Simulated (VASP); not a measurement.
# BiTe (Fm-3m) in VASP: notebook, part 2 of 2

VASP 6.6.1. Earlier steps stand in the parts before.

## 4. Relaxation of cell and atoms, PBE, spin-orbit coupling, no magnetisation

INCAR

```
SYSTEM = BiTe
PREC = Accurate ; ENCUT = 600
EDIFF = 1E-6 ; ISMEAR = -1
SIGMA = 0.05 ; LREAL = .FALSE.
LASPH = .TRUE. ; NELM = 80
ALGO = Normal ; ISIF = 3
LWAVE = .FALSE. ; LCHARG = .FALSE.
MAGMOM = 0 0 0 0 0 0 ; LORBIT = 11
LSORBIT = .TRUE. ; GGA_COMPAT = .FALSE.
GGA = PE ; IBRION = 2
NSW = 40 ; EDIFFG = -0.005
```

KPOINTS

```
regular mesh
0
G
  5 5 5
  0 0 0
```

POSCAR

```
BiTe
1.0
    0.0000000000      3.2350000000      3.2350000000
    3.2350000000      0.0000000000      3.2350000000
    3.2350000000      3.2350000000      0.0000000000
Bi Te
1 1
Direct
    0.0000000000      0.0000000000      0.0000000000
    0.5000000000      0.5000000000      0.5000000000
```

Potentials or basis: VASP PAW PBE potentials, release 64 (Bi_d, Te).

Started as:

```bash
cat potpaw_PBE.64/Bi_d/POTCAR potpaw_PBE.64/Te/POTCAR > POTCAR
mpirun -np 1 vasp_ncl > vasp.out
```

OUTCAR:

```text
SYSTEM = BiTe
   PREC = Accurate
   ENCUT = 600
   EDIFF = 1E-6
   ISMEAR = -1
   LREAL = .FALSE.
   LASPH = .TRUE.
   NELM = 80
   ISIF = 3
   LORBIT = 11
   LSORBIT = .TRUE.
   GGA = PE
   IBRION = 2
   NSW = 40
   EDIFFG = -0.005

 ion  position               nearest neighbor table
   1  0.000  0.000  0.000-   2 3.23   2 3.23   2 3.23   2 3.23   2 3.23   2 3.23
   2  0.500  0.500  0.500-   1 3.23   1 3.23   1 3.23   1 3.23   1 3.23   1 3.23

  LATTYP: Found a face centered cubic cell.
 ALAT       =     6.4700000000

  Lattice vectors:

 A1 = (   0.0000000000,   3.2350000000,   3.2350000000)
 A2 = (   3.2350000000,   0.0000000000,   3.2350000000)
 A3 = (   3.2350000000,   3.2350000000,   0.0000000000)

Analysis of symmetry for initial positions (statically):
=====================================================================
 Subroutine PRICEL returns:
 Original cell was already a primitive cell.

 Routine SETGRP: Setting up the symmetry group for a
 face centered cubic supercell.

 Subroutine GETGRP returns: Found 48 space group operations
 (whereof 48 operations were pure point group operations)
 out of a pool of 48 trial point group operations.

The static configuration has the point symmetry O_h .

Analysis of symmetry for dynamics (positions and initial velocities):
=====================================================================
 Subroutine PRICEL returns:
 Original cell was already a primitive cell.

 Routine SETGRP: Setting up the symmetry group for a
 face centered cubic supercell.

 Subroutine GETGRP returns: Found 48 space group operations
 (whereof 48 operations were pure point group operations)
 out of a pool of 48 trial point group operations.

The dynamic configuration has the point symmetry O_h .

Analysis of structural, dynamic, and magnetic symmetry:
=====================================================================
 Subroutine PRICEL returns:
 Original cell was already a primitive cell.

 Routine SETGRP: Setting up the symmetry group for a
 face centered cubic supercell.

[... 246 lines left out ...]
      1     -18.7057      1.00000
      2     -18.7057      1.00000
      3     -18.7057      1.00000
      4     -18.7057      1.00000
      5     -15.7369      1.00000
      6     -15.7369      1.00000
[... 328 lines left out ...]
  FREE ENERGIE OF THE ION-ELECTRON SYSTEM (eV)
  ---------------------------------------------------
  free  energy   TOTEN  =        -8.1144348170 eV

  energy  without entropy=       -8.0838362753  energy(sigma->0) =       -8.09913555

 reached required accuracy - stopping structural energy minimisation

 Spin-Orbit-Coupling matrix elements

 Ion:    1  E_soc:     -1.9866571
 l=   1
     0.0000000    -0.2656480    -0.2656480
    -0.2656480     0.0000000    -0.2656480
    -0.2656480    -0.2656480     0.0000000
 l=   2
     0.0000000    -0.0130992     0.0000000    -0.0130992    -0.0523624
    -0.0130992     0.0000000    -0.0392718    -0.0130992    -0.0130906
     0.0000000    -0.0392718     0.0000000    -0.0392718     0.0000000
    -0.0130992    -0.0130992    -0.0392718     0.0000000    -0.0130906
    -0.0523624    -0.0130906     0.0000000    -0.0130906     0.0000000
 l=   3
     0.0000000     0.0000000     0.0000000     0.0000000     0.0000000     0.0000000     0.0000000
     0.0000000     0.0000000     0.0000000     0.0000000     0.0000000     0.0000000     0.0000000
     0.0000000     0.0000000     0.0000000     0.0000000     0.0000000     0.0000000     0.0000000
     0.0000000     0.0000000     0.0000000     0.0000000     0.0000000     0.0000000     0.0000000
     0.0000000     0.0000000     0.0000000     0.0000000     0.0000000     0.0000000     0.0000000
     0.0000000     0.0000000     0.0000000     0.0000000     0.0000000     0.0000000     0.0000000
     0.0000000     0.0000000     0.0000000     0.0000000     0.0000000     0.0000000     0.0000000

 Ion:    2  E_soc:     -0.2384154
 l=   1
     0.0000000    -0.0399093    -0.0399093
    -0.0399093     0.0000000    -0.0399093
    -0.0399093    -0.0399093     0.0000000
 l=   2
     0.0000000    -0.0000082     0.0000000    -0.0000082     0.0001816
    -0.0000082     0.0000000     0.0001362    -0.0000082     0.0000454
     0.0000000     0.0001362     0.0000000     0.0001362     0.0000000
    -0.0000082    -0.0000082     0.0001362     0.0000000     0.0000454
     0.0001816     0.0000454     0.0000000     0.0000454     0.0000000
 l=   3
     0.0000000     0.0000000     0.0000000     0.0000000     0.0000000     0.0000000     0.0000000
     0.0000000     0.0000000     0.0000000     0.0000000     0.0000000     0.0000000     0.0000000
     0.0000000     0.0000000     0.0000000     0.0000000     0.0000000     0.0000000     0.0000000
     0.0000000     0.0000000     0.0000000     0.0000000     0.0000000     0.0000000     0.0000000
     0.0000000     0.0000000     0.0000000     0.0000000     0.0000000     0.0000000     0.0000000
     0.0000000     0.0000000     0.0000000     0.0000000     0.0000000     0.0000000     0.0000000
     0.0000000     0.0000000     0.0000000     0.0000000     0.0000000     0.0000000     0.0000000

 total charge

# of ion       s       p       d       tot
------------------------------------------
    1        1.571   1.174   9.923  12.668
    2        1.404   1.899   0.025   3.328
--------------------------------------------------
tot          2.975   3.073   9.948  15.995

 magnetization (x)

# of ion       s       p       d       tot
------------------------------------------
    1        0.000   0.000  -0.000   0.000
    2        0.000   0.000   0.000   0.000
--------------------------------------------------
tot          0.000   0.000  -0.000   0.000

 magnetization (y)

# of ion       s       p       d       tot
------------------------------------------
    1        0.000  -0.000   0.000  -0.000
    2        0.000  -0.000   0.000  -0.000
--------------------------------------------------
tot          0.000  -0.000   0.000  -0.000

 magnetization (z)

# of ion       s       p       d       tot
------------------------------------------
    1        0.000  -0.000  -0.000  -0.000
    2        0.000  -0.000  -0.000   0.000
--------------------------------------------------
tot          0.000  -0.000  -0.000   0.000
```

OSZICAR:

```text
N       E                     dE             d eps       ncg     rms          rms(c)
[... 29 lines left out ...]
DAV:   2    -0.812659826687E+01    0.62475E-01   -0.11987E-01   672   0.571E+00    0.598E-01
DAV:   3    -0.811420327462E+01    0.12395E-01   -0.50648E-02   672   0.340E+00    0.116E-01
DAV:   4    -0.811436060853E+01   -0.15733E-03   -0.16223E-03   616   0.391E-01    0.104E-01
DAV:   5    -0.811438839337E+01   -0.27785E-04   -0.60022E-05   708   0.766E-02    0.880E-02
DAV:   6    -0.811443287878E+01   -0.44485E-04   -0.10788E-04   600   0.962E-02    0.911E-03
DAV:   7    -0.811443513301E+01   -0.22542E-05   -0.66664E-06   748   0.270E-02    0.415E-03
DAV:   8    -0.811443481697E+01    0.31604E-06   -0.69808E-07   296   0.605E-03
   3 F= -.81144348E+01 E0= -.80991355E+01  d E =-.295083E-01  mag=     0.0000     0.0000     0.0000
```

Run time: 1.8 min. Hardware: 1 thread of AMD EPYC 9R45 (Zen 5), shared host; peak memory 0.47 GiB.

What came out:

| Property | Result |
| --- | --- |
| Free energy | -8.1144 eV |
| Relaxed volume | 35.83 Å³/atom |
| Relaxed cell | a = 4.662 Å, b = 4.662 Å, c = 4.662 Å, α = 60.00°, β = 60.00°, γ = 60.00° |
| Space group after relaxing (to 0.05 Å) | Fm-3m (No. 225) |
| Energy gained by relaxing | 14.8 meV/atom |
| Ionic steps | 3 |
| Pressure after relaxing | 0.0 GPa |
| Valence electrons inside the program's atomic spheres | Bi 12.67; Te 3.33 |

Step by step:
| step | energy change (eV) | largest force (eV/Å) | pressure (GPa) | volume (Å³) |
| --- | --- | --- | --- | --- |
| 1 | 0.0000 | 0.0000 | 2.52 | 67.71 |
| 2 | -0.0263 | 0.0000 | -0.72 | 73.06 |
| 3 | -0.0295 | 0.0000 | 0.01 | 71.65 |

Final structure:
```
Bi Te
1.0
     0.00000    3.29663    3.29663
     3.29663    0.00000    3.29663
     3.29663    3.29663    0.00000
Bi Te
1 1
Direct
  0.00000 0.00000 0.00000
  0.50000 0.50000 0.50000
```

## 5. The reference run

An earlier run on the cell as given: functional PBEsol; potentials or basis VASP PAW PBE potentials, release 64 (Bi_d, Te); cutoff 520 eV; k mesh 7 × 7 × 7; occupations fermi-dirac, width 0.05 eV; no spin polarisation.

- Pressure: -1.6 GPa
- Band gap on the k mesh: none (metal or under the smearing width)

## 6. Summary

| task | level | spin | cell | k mesh | cutoff (eV) | ladder | gap on the mesh (eV) | pressure (GPa) | relaxed volume (Å³/atom) |
| --- | --- | --- | --- | --- | --- | --- | --- | --- | --- |
| relaxation of cell and atoms | PBE+D3(BJ) | off | relaxed | 6 × 6 × 6 | 600 | gaps | none | 0.0 | 32.95 |
| relaxation of cell and atoms | PBE | off | relaxed | 5 × 5 × 5 | 600 | - | none | 0.0 | 34.29 |
| relaxation of cell and atoms | PBE | SOC, no magnetisation | relaxed | 5 × 5 × 5 | 600 | - | - | 0.0 | 35.83 |
| single point | PBEsol | off | as given | 7 × 7 × 7 | 520 | free | none | -1.6 | - |

Alike in all rows: potentials or basis VASP PAW PBE potentials, release 64 (Bi_d, Te); smearing fermi-dirac 0.05 eV.

Caveats: spin-orbit coupling is left out, which moves the levels of the heavy elements (some runs); pairwise dispersion overbinds metals, which lowers pressure and volume (some runs); the PAW data sets were made with another functional, which shifts forces and pressure a little (some runs).

Total energies depend on the potentials used, so only differences within one code and one set of settings carry meaning.
